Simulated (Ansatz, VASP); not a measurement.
ZrC in VASP and in Ansatz

```
Zr C
1.0
     0.00000    2.35021    2.35021
     2.35021    0.00000    2.35021
     2.35021    2.35021    0.00000
Zr C
1 1
Direct
  0.50000 0.50000 0.50000
  0.96011 0.96011 0.03989
```

Change from the starting cell: all C atoms moved +0.188 Å, as atom 2 towards its neighbour atom 1 (Zr) at 2.350 Å.

Alike in both runs: task single point; functional PBEsol; k mesh 18 × 18 × 18; occupations gaussian, width 0.15 eV; no spin polarisation.

```csv
,VASP,Ansatz
version,VASP 6.6.1,Ansatz 0.2.0
potentials or method,"VASP PAW PBE potentials, release 64 (Zr_sv, C)","scalar-relativistic, plane waves, PAW"
plane-wave cutoff (eV),520,420
valence electrons in the cell,16,16
```

Ansatz gave:

* gap on the k mesh at the Fermi level (eV): none
* pressure (GPa): -1.7
* largest component of the traceless stress (GPa): 6.38
* rms of the force components (eV/Å): 0.820

Task: What did VASP give for the same quantities?

Result: gap on the k mesh at the Fermi level (eV): none; pressure (GPa): -1.4; largest component of the traceless stress (GPa): 6.42; rms of the force components (eV/Å): 0.826.

Atom by atom the forces differ by 0.007 eV/Å (rms over components). A gap of «none» marks a metal or a gap that the smearing closes.

Caveats: the PAW data sets were made with another functional, which shifts forces and pressure a little (VASP).
